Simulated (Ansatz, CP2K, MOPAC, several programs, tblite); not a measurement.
Energy against volume for a 10-atom cell of In2O3 started from a crystallographic database, at fixed shape and fractional coordinates, computed by several methods (PBE and r2SCAN, where shown, with plane waves in Ansatz); the cell shown is that of r2SCAN. With free coordinates or axes held, a curve is too stiff, and on another method's shape its minimum isn't the method's own volume. The symmetry is R-3c (No. 167, trigonal); a = 5.508 Å, c = 14.560 Å in the conventional setting, 12.75 Å³ an atom. In has 6 O at 2.13–2.26 Å; O has 4 In at 2.13–2.26 Å. No spin polarisation and no zero-point or thermal motion. Energies count from each curve's lowest point; fits are third-order Birch-Murnaghan.

```xyz
10
Lattice="2.7539 1.5900 4.8535 -2.7539 1.5900 4.8535 0.0000 -3.1799 4.8535" Properties=species:S:1:pos:R:3 pbc="T T T"
In    0.0000    0.0000    5.1993
In    0.0000    0.0000    2.0809
In    0.0000    0.0000    9.3611
In    0.0000    0.0000   12.4795
O    -1.1203    1.5900    8.4936
O    -0.8168   -1.7652    8.4936
O     1.9371    0.1752    8.4936
O     1.1203   -1.5900    6.0668
O     0.8168    1.7652    6.0668
O    -1.9371   -0.1752    6.0668
```

PBE/DZVP (CP2K), on the shape of the cell shown:

| V (Å³/atom) | E (meV/atom) |
| --- | --- |
| 11.221 | 248.03 |
| 11.986 | 94.15 |
| 12.751 | 18.84 |
| 13.516 | 0.00 |
| 14.281 | 22.10 |

V₀ = 13.44 Å³ an atom and B₀ = 154 GPa.

Question: PBE/SZV (CP2K), on the shape of the cell shown, gives
```tsv
V (Å³/atom)	E (meV/atom)
11.221	421.12
11.986	206.50
12.751	79.95
13.516	16.95
14.281	0.00
```
What equilibrium volume and bulk modulus follow?

Answer: V₀ = 14.24 Å³ an atom and B₀ = 132 GPa. The lowest point lies at an end of the range, so the fit is barely bracketed.

PM7 (MOPAC), on the shape of the cell shown, as a cluster of 120 atoms at the zone centre:
```tsv
V (Å³/atom)	E (meV/atom)
11.221	72.06
11.986	0.00
12.751	13.88
13.516	95.23
14.281	221.05
```
The points scatter about the fit by more than 0.3 meV an atom, so no fit is quoted.

Question: PBE, on the shape of its own relaxed cell, gives
```
V (Å³/atom)  E (meV/atom)
     12.446         25.80
     12.844          6.13
     13.241          0.00
     13.638          5.43
     14.035         20.59
```
What equilibrium volume and bulk modulus follow?

Answer: V₀ = 13.24 Å³ an atom and B₀ = 154 GPa.

GFN2-xTB (tblite), on the shape of the cell shown, as a cluster of 120 atoms at the zone centre:
```csv
V (Å³/atom),E (meV/atom)
11.221,20.09
11.986,0.00
12.751,13.63
13.516,49.26
14.281,102.08
```
This method closes the gap of a crystal that DFT finds insulating, so its curve rests on a wrong state.
V₀ = 12.02 Å³ an atom and B₀ = 106 GPa.

No spin-orbit coupling is included; it can move band edges with weight on the heavy atoms by tenths of an eV.
